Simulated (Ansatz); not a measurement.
Runs of Ansatz 0.2.0 on Nb. It takes space group Im-3m (No. 229, cubic). Conventional cell: a = 3.328 Å, b = 3.328 Å, c = 3.328 Å, α = 90.00°, β = 90.00°, γ = 90.00°. Nb (site symmetry m-3m) is surrounded by 8 Nb at 2.88 Å. 

```tsv
task	level	spin	cell	k mesh	cutoff (eV)	smearing	points for each segment of the path	mesh quality	gap on the mesh (eV)	pressure (GPa)
single point	HF	off	as given	6 × 6 × 6	420	fermi-dirac 0.05 eV	-	coarse	none	-0.9
band structure	LDA	off	as given	11 × 11 × 11	420	fermi-dirac 0.05 eV	14	not flagged	none	(a)
band structure	PBEsol	off	as given	11 × 11 × 11	420	fermi-dirac 0.05 eV	14	not flagged	none	-7.8
relaxation of cell and atoms	BLYP+D4	off	relaxed	11 × 11 × 11	420	fermi-dirac 0.05 eV	-	not flagged	none	0.0
band structure	HSEsol	off	as given	6 × 6 × 6	420	fermi-dirac 0.05 eV	4	coarse	none	-12.9
band structure	PBEsol+D3(BJ)	non-collinear, ferromagnetic start	as given	8 × 8 × 8	420	gaussian 0.01 eV	14	not flagged	none	-14.4
single point	r2SCAN0	off	as given	6 × 6 × 6	500	fermi-dirac 0.05 eV	-	coarse	none	(b)
single point	PBE0	SOC, no magnetisation	as given	5 × 5 × 5	420	fermi-dirac 0.05 eV	-	coarse	none	-9.0
```

Alike in all rows: potentials or basis Ansatz PAW.

Task: Fill in the values left out.

Result: (a) -11.6; (b) -9.9.

Caveats: some runs use coarse meshes; the PAW data sets come from PBE, with cores solved anew for the run's functional, which leaves a small shift of forces and pressure; the thresholds are loose for stress (some runs); pairwise dispersion overbinds metals, which lowers pressure and volume (some runs); the plane-wave basis is chosen anew once the cell has moved, so the energies of steps on either side of that aren't comparable (some runs); the starting moments weren't kept (some runs).

A k mesh can miss the band edges, and rows without SOC leave out spin-orbit coupling on Nb.

A gap of «none» marks a metal or a gap under the smearing width.

Runs at the PBE level aren't shown here.
